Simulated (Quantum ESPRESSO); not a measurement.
# C in Quantum ESPRESSO: single point with PBE

Aim: the single point of C with PBE.

Everything below comes from runs of Quantum ESPRESSO 7.5. Logs are shortened: lines on timing, memory, paths and dates and some standing lists are left out, and cuts for length are marked.

### Step 1. The slab as given

The cell holds a slab with vacuum, 2 atoms: a = 2.456 Å, b = 2.456 Å, c = 8.524 Å, α = 90.00°, β = 90.00°, γ = 120.00°.

### Step 2. Single point, PBE

Input file run.py:

```python
import numpy as np
from ase.calculators.espresso import Espresso, EspressoProfile
from ase import Atoms

atoms = Atoms(['C', 'C'],
              cell=[[2.4561701622, 0.0, 0.0], [-1.2280850811, 2.1271057565, 0.0], [0.0, 0.0, 8.52380336]],
              scaled_positions=[[0.6666666667, 0.3333333333, 0.0], [0.3333333333, 0.6666666667, 0.0]],
              pbc=True)

input_data = {
    'control': {'calculation': 'scf', 'prefix': 'pwscf', 'outdir': './tmp', 'tprnfor': True, 'tstress': True, 'disk_io': 'nowf'},
    'system': {'ecutwfc': 55.0, 'ecutrho': 440.0, 'nbnd': 9, 'occupations': 'smearing', 'smearing': 'fd', 'degauss': 0.00367493},
    'electrons': {'conv_thr': 4e-10, 'electron_maxstep': 120, 'mixing_beta': 0.5},
}
pseudopotentials = {'C': 'C.pbe-n-kjpaw_psl.1.0.0.UPF'}
profile = EspressoProfile(command='pw.x', pseudo_dir='pseudo')
dft = Espresso(profile=profile, input_data=input_data, pseudopotentials=pseudopotentials, kpts=(12, 12, 3), koffset=(0, 0, 0))
atoms.calc = dft

print(f'energy {atoms.get_potential_energy():.8f} eV')
print('forces (eV/A)')
print(np.round(atoms.get_forces(), 6))
print('stress (eV/A^3, Voigt)')
print(np.round(atoms.get_stress(), 8))
print(f'Fermi level {dft.get_fermi_level():.4f} eV')
```

Potentials or basis: SSSP 1.3 efficiency PBE.

On the command line:

```sh
$ OMP_NUM_THREADS=1 python run.py
```

Log:

```text
energy -501.86977160 eV
forces (eV/A)
[[ 0.  0.  0.]
 [ 0. -0.  0.]]
stress (eV/A^3, Voigt)
[-0.01358781 -0.01358781  0.00049213  0.         -0.          0.        ]
Fermi level 0.2565 eV
```

espresso.pwi:

```text
&CONTROL
   calculation      = 'scf'
   tstress          = .true.
   tprnfor          = .true.
   outdir           = './tmp'
   prefix           = 'pwscf'
   disk_io          = 'nowf'
   pseudo_dir       = 'pseudo'
/
&SYSTEM
   nbnd             = 9
   ecutwfc          = 55.0
   ecutrho          = 440.0
   occupations      = 'smearing'
   degauss          = 0.00367493
   smearing         = 'fd'
   ntyp             = 1
   nat              = 2
   ibrav            = 0
/
&ELECTRONS
   electron_maxstep = 120
   conv_thr         = 4e-10
   mixing_beta      = 0.5
/
&IONS
/
&CELL
/
&FCP
/
&RISM
/
ATOMIC_SPECIES
C 12.011 C.pbe-n-kjpaw_psl.1.0.0.UPF

K_POINTS automatic
12 12 3  0 0 0

CELL_PARAMETERS angstrom
2.45617016220000 0.00000000000000 0.00000000000000
-1.22808508110000 2.12710575650000 0.00000000000000
0.00000000000000 0.00000000000000 8.52380336000000

ATOMIC_POSITIONS angstrom
C 1.2280850812 0.7090352521 0.0000000000  
C -0.0000000001 1.4180705044 0.0000000000
```

espresso.pwo:

```text
This program is part of the open-source Quantum ESPRESSO suite
     for quantum simulation of materials; please cite
         "P. Giannozzi et al., J. Phys.:Condens. Matter 21 395502 (2009);
         "P. Giannozzi et al., J. Phys.:Condens. Matter 29 465901 (2017);
         "P. Giannozzi et al., J. Chem. Phys. 152 154105 (2020);
     in publications or presentations arising from this work. More details at

Warning: card &CELL ignored
Warning: card &FCP ignored
Warning: card &RISM ignored

     file C.pbe-n-kjpaw_psl.1.0.0.UPF: wavefunction(s)  2S 2P renormalized
     Message from routine setup:
     using ibrav=0 with symmetry is DISCOURAGED, use correct ibrav instead

     G-vector sticks info
     --------------------
     sticks:   dense  smooth     PW     G-vecs:    dense   smooth      PW
     Sum         649     313    109                46859    16457    2923

     Using Slab Decomposition

     bravais-lattice index     =            0
     lattice parameter (alat)  =       4.6415  a.u.
     unit-cell volume          =     300.5229 (a.u.)^3
     number of atoms/cell      =            2
     number of atomic types    =            1
     number of electrons       =         8.00
     number of Kohn-Sham states=            9
     kinetic-energy cutoff     =      55.0000  Ry
     charge density cutoff     =     440.0000  Ry
     scf convergence threshold =      4.0E-10
     mixing beta               =       0.5000
     number of iterations used =            8  plain     mixing
     Exchange-correlation= SLA  PW   PBX  PBC
                           (   1   4   3   4   0   0   0)

     celldm(1)=   4.641489  celldm(2)=   0.000000  celldm(3)=   0.000000
     celldm(4)=   0.000000  celldm(5)=   0.000000  celldm(6)=   0.000000

     crystal axes: (cart. coord. in units of alat)
               a(1) = (   1.000000   0.000000   0.000000 )
               a(2) = (  -0.500000   0.866025   0.000000 )
               a(3) = (   0.000000   0.000000   3.470364 )

     reciprocal axes: (cart. coord. in units 2 pi/alat)
               b(1) = (  1.000000  0.577350 -0.000000 )
               b(2) = (  0.000000  1.154701  0.000000 )
               b(3) = (  0.000000 -0.000000  0.288154 )

     PseudoPot. # 1 for C  read from file:
     C.pbe-n-kjpaw_psl.1.0.0.UPF
     Pseudo is Projector augmented-wave + core cor, Zval =  4.0
     Generated using "atomic" code by A. Dal Corso  v.5.1
     Shape of augmentation charge: PSQ
     Using radial grid of 1073 points,  4 beta functions with:
                l(1) =   0
                l(2) =   0
                l(3) =   1
                l(4) =   1
     Q(r) pseudized with 0 coefficients

     atomic species   valence    mass     pseudopotential
     C                 4.00    12.01100     C ( 1.00)

     24 Sym. Ops., with inversion, found

   Cartesian axes

     site n.     atom                  positions (alat units)
         1        C      tau(   1) = (   0.5000000   0.2886751   0.0000000  )
         2        C      tau(   2) = (  -0.0000000   0.5773503   0.0000000  )

     number of k points=    38  Fermi-Dirac smearing, width (Ry)=  0.0037
                       cart. coord. in units 2pi/alat
        k(    1) = (   0.0000000   0.0000000   0.0000000), wk =   0.0046296
        k(    2) = (   0.0000000   0.0000000   0.0960514), wk =   0.0092593
        k(    3) = (   0.0000000   0.0962250   0.0000000), wk =   0.0277778
        k(    4) = (   0.0000000   0.0962250   0.0960514), wk =   0.0555556
        k(    5) = (   0.0000000   0.1924501   0.0000000), wk =   0.0277778
        k(    6) = (   0.0000000   0.1924501   0.0960514), wk =   0.0555556
[... 30 lines left out ...]
        k(   37) = (   0.3333333   0.5773503   0.0000000), wk =   0.0092593
        k(   38) = (   0.3333333   0.5773503   0.0960514), wk =   0.0185185

     Dense  grid:    46859 G-vectors     FFT dimensions: (  32,  32, 108)

     Smooth grid:    16457 G-vectors     FFT dimensions: (  24,  24,  80)

     Initial potential from superposition of free atoms

     starting charge       7.9999, renormalised to       8.0000
     Starting wfcs are    8 randomized atomic wfcs +    1 random wfcs

     Self-consistent Calculation

     iteration #  1     ecut=    55.00 Ry     beta= 0.50
     Davidson diagonalization with overlap
     ethr =  1.00E-02,  avg # of iterations =  6.3

     total energy              =     -36.87681948 Ry
     estimated scf accuracy    <       0.20567830 Ry

     iteration #  2     ecut=    55.00 Ry     beta= 0.50
     Davidson diagonalization with overlap
     ethr =  2.57E-03,  avg # of iterations =  2.2

     negative rho (up, down):  7.798E-08 0.000E+00

     total energy              =     -36.88378141 Ry
     estimated scf accuracy    <       0.01821226 Ry

     iteration #  3     ecut=    55.00 Ry     beta= 0.50
     Davidson diagonalization with overlap
     ethr =  2.28E-04,  avg # of iterations =  4.6

     negative rho (up, down):  9.210E-07 0.000E+00

     total energy              =     -36.88670357 Ry
     estimated scf accuracy    <       0.00058029 Ry

     iteration #  4     ecut=    55.00 Ry     beta= 0.50
     Davidson diagonalization with overlap
     ethr =  7.25E-06,  avg # of iterations =  4.6

     negative rho (up, down):  8.268E-07 0.000E+00
[... 8 lines left out ...]
     negative rho (up, down):  8.296E-07 0.000E+00

     total energy              =     -36.88675091 Ry
     estimated scf accuracy    <       0.00000071 Ry

     iteration #  6     ecut=    55.00 Ry     beta= 0.50
     Davidson diagonalization with overlap
     ethr =  8.86E-09,  avg # of iterations =  2.3

     negative rho (up, down):  8.577E-07 0.000E+00

     total energy              =     -36.88675106 Ry
     estimated scf accuracy    <       0.00000011 Ry

     iteration #  7     ecut=    55.00 Ry     beta= 0.50
     Davidson diagonalization with overlap
     ethr =  1.39E-09,  avg # of iterations =  2.0

     negative rho (up, down):  8.932E-07 0.000E+00

     End of self-consistent calculation

          k = 0.0000 0.0000 0.0000 (  2091 PWs)   bands (ev):

   -19.3704  -7.4478  -2.7939  -2.7939   3.1997   5.5218   7.2008   8.6624
     8.6624

          k = 0.0000 0.0000 0.0961 (  2120 PWs)   bands (ev):

   -19.3704  -7.4482  -2.7939  -2.7939   3.5432   4.5179   8.6027   8.6624
     8.6624

          k = 0.0000 0.0962 0.0000 (  2097 PWs)   bands (ev):

   -19.2053  -7.2499  -3.4479  -3.1367   3.4250   5.7420   7.4135   8.7417
     9.3655

          k = 0.0000 0.0962 0.0961 (  2108 PWs)   bands (ev):

   -19.2053  -7.2502  -3.4479  -3.1367   3.7677   4.7406   8.6918   8.8575
     9.3655

          k = 0.0000 0.1925 0.0000 (  2081 PWs)   bands (ev):

   -18.7119  -6.6615  -5.0953  -3.9390   4.1009   6.3980   8.0361   8.7414
     9.7225

          k = 0.0000 0.1925 0.0961 (  2090 PWs)   bands (ev):

   -18.7119  -6.6618  -5.0953  -3.9390   4.4410   5.4072   8.6725   9.4538
     9.7459
[... 11 lines left out ...]
          k = 0.0000 0.3849 0.0000 (  2076 PWs)   bands (ev):

   -16.7689  -9.4263  -5.5708  -4.4214   5.2157   6.7922   8.0876   9.0425
    10.7298

          k = 0.0000 0.3849 0.0961 (  2073 PWs)   bands (ev):

   -16.7689  -9.4263  -5.5708  -4.4215   5.2127   7.1219   7.9985   8.1966
    11.9879

          k = 0.0000 0.4811 0.0000 (  2048 PWs)   bands (ev):

   -15.3616 -11.5429  -6.0489  -2.9839   3.0538   7.8354   8.8235  10.9396
    12.6574

          k = 0.0000 0.4811 0.0961 (  2056 PWs)   bands (ev):

   -15.3616 -11.5429  -6.0489  -2.9840   3.0533   7.8366   9.1415  10.0618
    13.7051

          k = 0.0000-0.5774 0.0000 (  2028 PWs)   bands (ev):

   -14.0761 -13.0726  -6.2130  -2.1293   1.9421   7.7596  11.1686  11.3061
    12.8865

          k = 0.0000-0.5774 0.0961 (  2036 PWs)   bands (ev):

   -14.0761 -13.0726  -6.2130  -2.1293   1.9418   7.7596  11.4689  11.5886
    12.3262

          k = 0.0833 0.1443 0.0000 (  2089 PWs)   bands (ev):

   -18.8761  -6.8567  -4.4867  -3.8227   3.8758   6.1807   7.8413   9.0575
    10.2147

          k = 0.0833 0.1443 0.0961 (  2095 PWs)   bands (ev):

   -18.8761  -6.8570  -4.4868  -3.8227   4.2168   5.1856   8.9853   9.2919
    10.2147

          k = 0.0833 0.2406 0.0000 (  2080 PWs)   bands (ev):

   -18.2213  -6.2068  -6.0815  -4.8320   4.7769   7.0454   8.4480   8.6684
     9.2695

          k = 0.0833 0.2406 0.0961 (  2078 PWs)   bands (ev):

   -18.2213  -6.2068  -6.0817  -4.8320   5.1139   6.0718   8.4396   9.1714
    10.1141

          k = 0.0833 0.3368 0.0000 (  2068 PWs)   bands (ev):

   -17.2497  -8.2944  -5.7272  -4.9549   6.1249   6.2457   8.3719   8.9253
    10.0960

          k = 0.0833 0.3368 0.0961 (  2076 PWs)   bands (ev):
[... 74 lines left out ...]
          k = 0.2500 0.5292 0.0000 (  2062 PWs)   bands (ev):

   -13.6209 -11.7539  -9.4880  -1.1133   1.5665  11.2323  11.3873  12.5850
    13.5002

          k = 0.2500 0.5292 0.0961 (  2065 PWs)   bands (ev):

   -13.6209 -11.7539  -9.4880  -1.1134   1.5665  11.0976  11.7403  12.5973
    13.2990

          k = 0.3333 0.5774 0.0000 (  2052 PWs)   bands (ev):

   -12.3907 -12.3907 -10.4049   0.2565   0.2565  10.9074  13.1298  13.1298
    13.6448

          k = 0.3333 0.5774 0.0961 (  2073 PWs)   bands (ev):

   -12.3907 -12.3907 -10.4049   0.2565   0.2565  10.8811  13.2540  13.2540
    13.8683

     the Fermi energy is     0.2565 ev

!    total energy              =     -36.88675108 Ry
     total all-electron energy =      -152.414947 Ry
     estimated scf accuracy    <          3.7E-10 Ry
     smearing contrib. (-TS)   =      -0.00014151 Ry
     internal energy E=F+TS    =     -36.88660956 Ry

     The total energy is F=E-TS. E is the sum of the following terms:
     one-electron contribution =     -71.27897836 Ry
     hartree contribution      =      37.83791522 Ry
     xc contribution           =      -9.29187149 Ry
     ewald contribution        =      18.18093744 Ry
     one-center paw contrib.   =     -12.33461236 Ry

     convergence has been achieved in   7 iterations

     negative rho (up, down):  8.932E-07 0.000E+00

     Forces acting on atoms (cartesian axes, Ry/au):

     atom    1 type  1   force =     0.00000000    0.00000000    0.00000000
     atom    2 type  1   force =     0.00000000   -0.00000000    0.00000000

     Total force =     0.000000     Total SCF correction =     0.000000

     Computing stress (Cartesian axis) and pressure

     negative rho (up, down):  8.932E-07 0.000E+00
          total   stress  (Ry/bohr**3)                   (kbar)     P=       14.25
   0.00014799  -0.00000000   0.00000000           21.77       -0.00        0.00
  -0.00000000   0.00014799  -0.00000000           -0.00       21.77       -0.00
   0.00000000  -0.00000000  -0.00000536            0.00       -0.00       -0.79

=------------------------------------------------------------------------------=
   JOB DONE.
=------------------------------------------------------------------------------=
```

It took 10 s on 1 thread of Arm Neoverse V1, shared host; peak memory 0.08 GiB.

Results:

* Free energy: -501.8698 eV
* Band gap on the k mesh: none (metal or under the smearing width)

### Step 3. The reference run

An earlier run on the cell as given: functional PBE; potentials or basis SSSP 1.3 efficiency PBE; cutoff 748 eV; density cutoff 5987 eV; k mesh 12 × 12 × 3; occupations fermi-dirac, width 0.05 eV; no spin polarisation.

- Band gap on the k mesh: none (metal or under the smearing width)
